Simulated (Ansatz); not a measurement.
Wires are cut from relaxed bulk Ag (Fm-3m, 17.83 Å³/atom, gap on the mesh 0.00 eV); atoms and period are relaxed, and energies count from that bulk.

All numbers below come from Ansatz, DFT PBE, scalar-relativistic, plane waves, PAW.

Cutoff 420 eV, Gaussian smearing of 0.05 eV, energies at zero smearing, symmetry of each start kept, no spin polarisation.

```json
{"start": "[111] wire, 14 host atoms a period", "atoms": "14", "k mesh": "1×1×8", "excess energy (eV per host atom)": "0.648", "line energy (eV/Å)": "1.271", "period (Å)": "7.133", "gap on the mesh (eV)": "0.35", "highest filled level or Fermi level under vacuum (eV)": "-"}
{"start": "[111] wire, 18 host atoms a period", "atoms": "18", "k mesh": "1×1×8", "excess energy (eV per host atom)": "0.579", "line energy (eV/Å)": "1.494", "period (Å)": "6.977", "gap on the mesh (eV)": "0", "highest filled level or Fermi level under vacuum (eV)": "4.14"}
```

Each run keeps its start's symmetry and one magnetic start, so lower states can exist.

Cost: 2 runs of about 19 core-minutes in all, on Intel Xeon 6975P-C (Granite Rapids) (shared hosts).